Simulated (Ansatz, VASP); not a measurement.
One calculation of Y, two programs

Contents of INCAR:

```
SYSTEM = Y
ALGO = Normal
EDIFF = 1E-6
ENCUT = 520
GGA = CA
ISIF = 2
ISMEAR = -1
LASPH = .True.
LCHARG = .False.
LREAL = .False.
LWAVE = .False.
NBANDS = 12
NELM = 60
PREC = Accurate
SIGMA = 0.1
```

The input KPOINTS:

```
k-points
0
Gamma
  11 11 11
  0 0 0
```

POSCAR

```
Y
1.0
    3.1822054977      0.0000000000      0.0000000000
    0.0000000000      3.1822054977      0.0000000000
    0.0000000000      0.0000000000      3.1822054977
Y
1
Direct
    0.0000000000      0.0000000000      0.0000000000
```

Input for Ansatz:

```yaml
crystal:
  lattice:
    - [3.1822054977, 0.0, 0.0]
    - [0.0, 3.1822054977, 0.0]
    - [0.0, 0.0, 3.1822054977]
  atoms:
    - { symbol: "Y", position: [0.0, 0.0, 0.0] }
hamiltonian:
  xc: lda
  pseudopotentials:
    kind: paw
    azcp:
      "Y": "pseudopotentials/Y.paw.azcp"
basis:
  ecutwfc: 420
  fft_grid_basis: typed
kpoints:
  mp_grid: { grid: [11, 11, 11], shift: [0, 0, 0] }
magnetization:
  spin_polarized: false
scf:
  occupations: { method: fermi_dirac, width: 0.1 }
  lower_state_search: "off"
output:
  stress: true
  write_density: true
  write_potential: true
  elf: true
  volumetric_format: npy
```

Alike in both runs: task single point; functional LDA; k mesh 11 × 11 × 11; occupations fermi-dirac, width 0.1 eV; no spin polarisation.

|  | VASP | Ansatz |
| --- | --- | --- |
| version | VASP 6.6.1 | Ansatz 0.2.0 |
| potentials or method | VASP PAW LDA potentials, release 64 (Y_sv) | plane waves (420 eV) with PAW, scalar-relativistic |
| plane-wave cutoff (eV) | 520 | 420 |
| valence electrons in the cell | 11 | 11 |

VASP gave:

```
pressure (GPa) : -1.3
```

Q: Which values does Ansatz return?

A: Pressure (GPa): -1.2.

Ansatz warned: «pseudo_functional_mismatch».
